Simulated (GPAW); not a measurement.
Be:

```
Be
1.0
     2.28530    0.00000    0.00000
    -1.14265    1.97913    0.00000
     0.00000    0.00000    3.58420
Be
2
Direct
  0.66667 0.33333 0.75000
  0.33333 0.66667 0.25000
```

- Program: GPAW 26.7.0
- Task: relaxation of cell and atoms
- Functional: revPBE
- Dispersion: D4
- Potentials or basis: the program's PAW data sets (release 1.2.1) made for this functional
- Cutoff: 800 eV
- Basis: pw
- k mesh: 11 × 11 × 6
- Occupations: fermi-dirac, width 0.05 eV
- Spin: no spin polarisation

At the start: pressure -3.1 GPa; volume 8.11 Å³/atom.

Problem. How do energy, volume and symmetry change on relaxing?

Solution. Over 3 steps the energy falls by 2.2 meV/atom and the volume is 7.89 Å³/atom (-2.7 %); space group P6_3/mmc (No. 194, to 0.05 Å).

The path:
```csv
step,energy change (eV),largest force (eV/Å),pressure (GPa),volume (Å³)
1,0.0000,0.0000,-3.10,16.21
2,-0.0010,0.0000,-2.72,16.16
3,-0.0044,0.0000,0.09,15.78
```

Final structure:
```
Be
1.0
     2.26175    0.00000    0.00000
    -1.13088    1.95874    0.00000
     0.00000    0.00000    3.56159
Be
2
Direct
  0.66667 0.33333 0.75000
  0.33333 0.66667 0.25000
```

Caveat: later steps reuse the first step's grids; pairwise dispersion overbinds metals, which lowers pressure and volume.
